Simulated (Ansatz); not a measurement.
Ga2O3: O vacancy

Computed with the plane-wave PAW code Ansatz (scalar-relativistic, PAW set soft_2): PBE, collinear spin, 420 eV cutoff, k-mesh 2×2×2 shifted by half a step.

The relaxed host crystal (Kohn–Sham gap 2.01 eV over the whole zone):

```
CELL_PARAMETERS angstrom
6.22706 -1.54163 0.00623
6.22706 1.54163 0.00623
-1.39797 0.00000 5.70892
ATOMIC_POSITIONS crystal
Ga 0.34150 0.34150 0.68582
Ga 0.65850 0.65850 0.31418
Ga 0.91007 0.91007 0.20527
Ga 0.08993 0.08993 0.79473
O 0.50397 0.50397 0.74331
O 0.49603 0.49603 0.25669
O 0.82630 0.82630 0.43566
O 0.17370 0.17370 0.56434
O 0.16351 0.16351 0.10920
O 0.83649 0.83649 0.89080
```

Supercell of 40 atoms, rows of the matrix [[0,-1,-1],[-2,1,0],[-2,2,-1]] times the cell vectors; O vacancy at (0.504, 0.504, 0.743) in fractions of the cell above. Atoms are relaxed at the host's cell, from a start shaken by 0.03 Å near the defect; charged cells sit in a uniform background.

**Question.** How does the lattice relax around the defect, and where do the electrons go?

**Answer.** Nearest atoms to the empty O site: in the perfect crystal Ga 1.86 Å, Ga 1.86 Å, Ga 1.97 Å; charge +2: Ga 2.22 Å, Ga 2.24 Å, Ga 2.70 Å; charge +1: Ga 1.85 Å, Ga 1.85 Å, Ga 2.20 Å; charge 0: Ga 1.62 Å, Ga 1.63 Å, Ga 2.17 Å.

The largest move of an atom from its ideal place is 0.9 Å at charge +2, 0.2 Å at charge +1, 0.3 Å at charge 0, so the cell at charge +2 rearranged and didn't merely relax.

| charge | moment of the cell (μB) | gap of the cell on the mesh (eV) | carriers |
| --- | --- | --- | --- |
| +2 | 0.00 | 2.53 | none in the bands |
| +1 | 1.00 | 0.60 | none in the bands |
| 0 | 0.00 | 2.53 | none in the bands |

On this mesh the host's own supercell has a gap of 2.96 eV.

Formation energy of the neutral defect: 3.78 eV, taking atoms from and to the elements' standard states (no corrections for gases), so it belongs to those chemical potentials alone.

Caveats: at charge +2: net starting moment lost; at charge 0: net starting moment lost; semilocal functionals make gaps too small, which shifts levels too; small supercell, so energies and levels can be off by tenths of an eV; one random start near the defect, so other minima are possible.
